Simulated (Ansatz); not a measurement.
# SnO2: the cost of one run

Computed with Ansatz 0.2.0 (DFT LDA+D3(BJ), scalar-relativistic, plane waves, PAW, unless a step's input says otherwise).

2 further runs of the same task are left out: 2 set aside as unsound or not needed.

### Step 1. The starting structure

The structure is trigonal, space group R3m (No. 160). The conventional cell has a = 6.503 Å, b = 6.503 Å, c = 13.361 Å, α = 90.00°, β = 90.00°, γ = 120.00°. Around Sn (site symmetry 3m) lie 6 O at 2.12 to 2.13 Å. Sn (site symmetry m) has 6 O at 2.12 to 2.13 Å as nearest neighbours. O (site symmetry m) has 3 Sn at 2.12 to 2.13 Å as nearest neighbours. O (site symmetry 3m) has 3 Sn at 2.13 Å as nearest neighbours. O (site symmetry 3m) is surrounded by 3 Sn at 2.12 Å.

Structure file:

```xyz
12
Lattice="3.2515 1.8772 4.4537 -3.2515 1.8772 4.4537 0.0000 -3.7545 4.4537" Properties=species:S:1:pos:R:3 pbc="T T T"
Sn    0.0000    0.0000   11.5064
Sn    0.0000   -1.8777    7.1170
Sn   -1.6261    0.9388    7.1170
Sn    1.6261    0.9388    7.1170
O    -1.6096   -0.9293    6.0930
O     1.6096   -0.9293    6.0930
O     0.0000    1.8586    6.0930
O     0.0000    0.0000    8.1243
O     0.0000    0.0000    1.6683
O     0.0000   -1.8959    3.6401
O    -1.6419    0.9479    3.6401
O     1.6419    0.9479    3.6401
```

Source of the structure: the Materials Project (structure only).

### Step 9. Plan of the scan

The energy is mapped over two normal modes frozen in (zone-centre modes of the cell shown).

First coordinate, amplitude of mode 1 (109i cm⁻¹), largest displacement: 7 values from −0.187 Å. Second coordinate, amplitude of mode 3 (40i cm⁻¹), largest displacement: 7 values from −0.098 Å.

Nothing else is relaxed (the cell and all other modes fixed). Energies count from the relaxed high-symmetry cell. Points are written as (first, second).

Displacement patterns for an amplitude of 1 (Å):

```
atom      x1      y1      z1      x2      y2     z2
 Sn1  -0.003   0.000   0.000   0.000   0.000  0.000
 Sn2   0.001   0.000   0.000  -0.400   0.000  0.000
 Sn3   0.001   0.000   0.000   0.200   0.347  0.000
 Sn4   0.001   0.000   0.000   0.200  -0.347  0.000
  O5   0.006   0.397   0.560  -0.380   0.657  0.000
  O6   0.006  -0.397  -0.560  -0.380  -0.657  0.000
  O7  -0.682   0.000   0.000   0.759   0.000  0.000
  O8   1.000   0.000   0.000   0.000   0.000  0.000
  O9   0.672   0.000   0.000   0.000   0.000  0.000
 O10  -0.989   0.000   0.000  -1.000   0.000  0.000
 O11  -0.004  -0.569  -0.801   0.500   0.866  0.000
 O12  -0.004   0.569   0.801   0.500  -0.866  0.000
```

(The set-up runs are not shown.)

### Step 10. Point (0.000 Å, −0.098 Å)

Contents of input.yaml:

```yaml
crystal:
  lattice:
    - [3.557532626, 2.0539424193, 2.9070802866]
    - [-3.557532626, 2.0539424193, 2.9070802866]
    - [0.0, -4.1078848385, 2.9070802866]
  atoms:
    - { symbol: Sn, position: [0.8645032923, 0.8645032923, 0.8645032923] }
    - { symbol: Sn, position: [0.3702828655, 0.3592602251, 0.8648349885] }
    - { symbol: Sn, position: [0.3592602251, 0.8648349885, 0.3702828655] }
    - { symbol: Sn, position: [0.8648349885, 0.3702828655, 0.3592602251] }
    - { symbol: O, position: [0.1482372571, 0.5707430881, 0.5916566319] }
    - { symbol: O, position: [0.5916566319, 0.1482372571, 0.5707430881] }
    - { symbol: O, position: [0.5707430881, 0.5916566319, 0.1482372571] }
    - { symbol: O, position: [0.6384672088, 0.6384672088, 0.6384672088] }
    - { symbol: O, position: [0.1486452514, 0.1486452514, 0.1486452514] }
    - { symbol: O, position: [0.1047479447, 0.0772007623, 0.6388664842] }
    - { symbol: O, position: [0.0772007623, 0.6388664842, 0.1047479447] }
    - { symbol: O, position: [0.6388664842, 0.1047479447, 0.0772007623] }
basis:
  ecutwfc: 520.0
kpoints:
  mp_grid: { grid: [6, 6, 6] }
hamiltonian:
  xc: lda
  pseudopotentials: { kind: paw, azcp: { folder: soft_1 } }
  dispersion: d3bj
scf:
  occupations: { method: gaussian, width: 0.05 }
output:
  forces: true
  stress: true
  eigenvalues: true
```

The run is started by

```sh
ansatz run input.yaml --threads 4 --pin off --max-ram 8192MiB --backend cpu --events-out ev --progress --plain --runs-dir out
```

What time and memory should one allow on 4 threads of Arm Neoverse V1, shared host?

About 13 s, with a peak of 0.66 GiB.
